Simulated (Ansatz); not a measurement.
MoS2:

```
Mo S
1.0
     1.58000    0.91221    6.15000
    -1.58000    0.91221    6.15000
     0.00000   -1.82443    6.15000
Mo S
1 2
Direct
  0.00000 0.00000 0.00000
  0.41700 0.41700 0.41700
  0.25000 0.25000 0.25000
```

Measurements of this composition are mostly on another form, of space group No. 194.

Base run:

- Program: Ansatz 0.2.0
- Functional: PBEsol
- Potentials or basis: all-electron LAPW, scalar-relativistic
- Cutoff: 267 eV
- Density cutoff: 1067 eV
- Basis error allowed: 0.001 eV/atom
- k mesh: 10 × 10 × 10
- Occupations: fermi-dirac, width 0.05 eV
- Spin: no spin polarisation

Its results: band gap on the k mesh 0.91 eV, indirect (least direct gap 1.96 eV); pressure 0.4 GPa; largest force 0.260 eV/Å.

Problem. The run is repeated on the same cell with these changes: functional from PBEsol to PBE. What comes out?

Solution. Band gap on the k mesh 0.96 eV, indirect (least direct gap 1.96 eV); pressure 5.4 GPa; largest force 0.522 eV/Å.

PBE binds less tightly than PBEsol, so the same cell stands under more pressure.

A k mesh can miss the band edges.

Not every run made on this cell is shown here.
